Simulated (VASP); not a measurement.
**Li under changes of volume**

One of the cells (21.486 Å³/atom); the others are scaled copies at fixed shape and fractional positions:

```
Li
1.0
     1.56077    0.90111    7.63856
    -1.56077    0.90111    7.63856
     0.00000   -1.80222    7.63856
Li
3
Direct
  0.77800 0.77800 0.77800
  0.22200 0.22200 0.22200
  0.00000 0.00000 0.00000
```

This isn't the form of Li at room conditions, which is bcc.

```yaml
Program: VASP 6.6.1
Functional: PBE
Potentials_or_basis: VASP PAW PBE potentials, release 64 (Li_sv)
Cutoff: 520 eV
k_mesh: 10 × 10 × 10
Occupations: fermi-dirac, width 0.05 eV
Spin: no spin polarisation
```

```tsv
volume (Å³/atom)	energy over the lowest point (meV/atom)	largest force (eV/Å)
19.801	?	?
20.222	0.00	0.009
20.644	0.23	0.009
21.486	2.73	0.008
21.907	4.89	0.008
22.329	7.60	0.007
```

Problem. What does the run at 19.801 Å³/atom give?

Solution. Energy over the lowest point 0.53 meV/atom; largest force 0.010 eV/Å.

Worked out: A Birch-Murnaghan fit of order 3 (a polynomial in V^(-2/3)) to the other rows has its minimum at 20.30 Å³/atom with B0 = V·E''(V) = 13.7 GPa and B' = 3.1 at fixed shape and positions, which overstates the stiffness. It gives 0.53 meV/atom at 19.801 Å³/atom, against the run's 0.53.

Energies are extrapolated to zero smearing.

Caveats: the cutoff is under 1.25 times the usual one of these potentials, so pressure, stress and relaxed cells hold a basis-set (Pulay) error.
